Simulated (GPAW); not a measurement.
# MoS2 (2H monolayer): G0W0 on several meshes in GPAW

Aim: the GW shift of MoS2 (2H monolayer) against the k mesh.

Main program and level: GPAW 26.7.0; PBE and many-body steps on it, plane waves.

This is a report of a sequence of runs, with most program output left out.

## Step 1: The starting structure

The cell holds 3 atoms: 1 Mo and 2 S. Its edges and angles: a = 3.183 Å, b = 3.183 Å, c = 14.400 Å, α = 90.0°, β = 90.0°, γ = 120.0°. Vacuum lies along c.

Structure file:

```xyz
3
Lattice="3.1826 0.0000 0.0000 -1.5913 2.7562 0.0000 0.0000 0.0000 14.4000" Properties=species:S:1:pos:R:3
Mo    0.0000    1.8375    7.2000
S     1.5913    0.9187    8.7634
S     1.5913    0.9187    5.6366
```

The structure was relaxed with PBE. The runs that relaxed it are not among those shown.

## Step 2: Empty states on the mesh, 9×9×1 mesh, 215 bands

This step: GPAW 26.7.0; DFT, PBE, plane waves, PAW.

The sums over transitions need many empty states on a uniform mesh; this step solves for them.

Input file run.py:

```python
import json
import numpy as np
from gpaw.mpi import world
from gpaw import GPAW

calc = GPAW('gs.gpw').fixed_density(kpts={'size': (9, 9, 1), 'gamma': True},
    parallel={'domain': 1, 'band': 1},
    txt='nscf.txt')
calc.diagonalize_full_hamiltonian(nbands=215)
calc.write('full.gpw', mode='all')
res = {}
kpts = calc.get_ibz_k_points()
res['kpts'] = kpts
res['eigenvalues'] = [calc.get_eigenvalues(kpt=k) for k in range(len(kpts))]
res['n_electrons'] = calc.get_number_of_electrons()

if world.rank == 0:
    with open('result.json', 'w') as f:
        json.dump(res, f, default=lambda x: x.tolist())
```

On the command line:

```console
mpirun -n 8 gpaw python run.py
```

It took 51 s on 8 MPI ranks of Intel Xeon Platinum 8375C at 2.90GHz (Ice Lake), shared host; peak memory 5.1 GiB.

This step gave:

```
gap                                                           : 1.655 eV
k of the valence top                                          : 0, 0, 0
k of the conduction bottom                                    : 0.3333, 0.3333, 0
least direct gap                                              : 1.666 eV
k points computed                                             : 12
lowest point of the top converged band, above the valence top : 76.6465 eV
```

On this mesh the gap is 1.655 eV.

## Step 3: 9×9×1

Now the one-shot GW correction: screening in the RPA, then the self-energy of the levels asked for.

This step: G0W0 on PBE, plane waves, PAW.

Input file run.py:

```python
import json
import numpy as np
from gpaw.mpi import world
from gpaw.response.g0w0 import G0W0

gw = G0W0('full.gpw',
    filename='gw',
    kpts=[0, 6],
    bands=(11, 15),
    ecut=48,
    nbands=95,
    truncation='2D',
    integrate_gamma='sphere',
    q0_correction=True,
    frequencies={'type': 'nonlinear', 'domega0': 0.15, 'omega2': 15.0},
    eta=0.1,
    nblocksmax=True)
gw.calculate()
res = {mode: {k: v for k, v in r.items() if k != 'sigma_eskwn'}
       for mode, r in gw.all_results.items()}

if world.rank == 0:
    with open('result.json', 'w') as f:
        json.dump(res, f, default=lambda x: x.tolist())
```

On the command line:

```console
mpirun -n 8 gpaw python run.py
```

Elapsed: 87 s, on 8 MPI ranks; peak memory 2.9 GiB.

Numbers from this step:

* G0W0 gap on the points computed: 2.625 eV
* least direct G0W0 gap on the computed points: 2.625 eV
* Z at the valence top: 0.7330
* Z at the conduction bottom: 0.7302
* starting gap on the mesh: 1.655 eV
* k of the valence top: 0.3333, 0.3333, 0
* k of the conduction bottom: 0.3333, 0.3333, 0

The gap on the mesh goes from 1.65 eV to 2.62 eV, a correction of +0.97 eV.

## Step 4: Empty states on the mesh, 6×6×1 mesh, 105 bands

This step: DFT, PBE, plane waves, PAW.

Input file run.py:

```python
import json
import numpy as np
from gpaw.mpi import world
from gpaw import GPAW

calc = GPAW('gs.gpw').fixed_density(kpts={'size': (6, 6, 1), 'gamma': True},
    nbands=122,
    convergence={'bands': 105},
    txt='nscf.txt')
calc.write('full.gpw', mode='all')
res = {}
kpts = calc.get_ibz_k_points()
res['kpts'] = kpts
res['eigenvalues'] = [calc.get_eigenvalues(kpt=k) for k in range(len(kpts))]
res['n_electrons'] = calc.get_number_of_electrons()

if world.rank == 0:
    with open('result.json', 'w') as f:
        json.dump(res, f, default=lambda x: x.tolist())
```

On the command line:

```console
mpirun -n 8 gpaw python run.py
```

Elapsed: 20 s, on 8 MPI ranks; peak memory 1.4 GiB.

Numbers from this step:

- gap: 1.655 eV
- k of the valence top: 0, 0, 0
- k of the conduction bottom: 0.3333, 0.3333, 0
- least direct gap: 1.666 eV
- k points computed: 7
- lowest point of the top converged band, above the valence top: 44.33 eV

On this mesh the gap is 1.655 eV.

## Step 5: 6×6×1

This step: G0W0 on PBE, plane waves, PAW.

Input file run.py:

```python
import json
import numpy as np
from gpaw.mpi import world
from gpaw.response.g0w0 import G0W0

gw = G0W0('full.gpw',
    filename='gw',
    kpts=[0, 4],
    bands=(11, 15),
    ecut=48,
    nbands=95,
    truncation='2D',
    integrate_gamma='sphere',
    q0_correction=True,
    frequencies={'type': 'nonlinear', 'domega0': 0.15, 'omega2': 15.0},
    eta=0.1,
    nblocksmax=True)
gw.calculate()
res = {mode: {k: v for k, v in r.items() if k != 'sigma_eskwn'}
       for mode, r in gw.all_results.items()}

if world.rank == 0:
    with open('result.json', 'w') as f:
        json.dump(res, f, default=lambda x: x.tolist())
```

On the command line:

```console
mpirun -n 8 gpaw python run.py
```

Wall time 26 s (8 MPI ranks); peak memory 2.3 GiB.

This step gave:

* G0W0 gap on the points computed: 2.668 eV
* least direct G0W0 gap on the computed points: 2.668 eV
* Z at the valence top: 0.7320
* Z at the conduction bottom: 0.7304
* starting gap on the mesh: 1.655 eV
* k of the valence top: 0.3333, 0.3333, 0
* k of the conduction bottom: 0.3333, 0.3333, 0

Against G0W0 in GPAW (9×9×1 mesh, 95 bands, screening to 48 eV, full frequency, Hilbert transform), the gap moves by +0.043 eV.

## Step 6: The runs together

Times are wall times on 8 MPI ranks of Intel Xeon Platinum 8375C at 2.90GHz (Ice Lake), shared host, good to a factor of about two.

```csv
run,mesh,bands,screening cutoff (eV),DFT gap (eV),gap on the mesh (eV),direct (eV),time
9×9×1,9×9×1,95,48,1.655,2.625,2.625,87 s
6×6×1,6×6×1,95,48,1.655,2.668,2.668,26 s
```

## Step 7: Results

```
9×9×1        : 2.625 eV
6×6×1        : 2.668 eV
known limits : not at the basis limit; no spin-orbit coupling
```

**Reading.** 6×6×1: +0.043 eV against 9×9×1. Bands and cutoff are finite, so the gap is not at the basis limit. The miss can reach some tenths of an eV and take either sign; the mesh is an error of its own. These stock PAW sets were not made for GW. In the G0W0 runs levels were corrected at 2 k points alone, so a gap called «on the mesh» is the least over those, and an edge elsewhere would be missed. The many-body steps are scalar-relativistic: spin-orbit coupling is not in them.

[Paths, hosts, dates, memory and timing lines, banners, echoed tables and standing remarks are left out of the program output.]

[Logs are printed without paths, hosts, clocks, repeated set-up lines and the standing remarks that a program may print on its own settings, such as how far it seeks lower states.]

[Runs of the session that timed out or met a known fault of the program may be left out.]

[Hosts, paths, dates, database ids (printed as entryN), source tags and the programs' standing remarks are cut or masked in the printed files.]
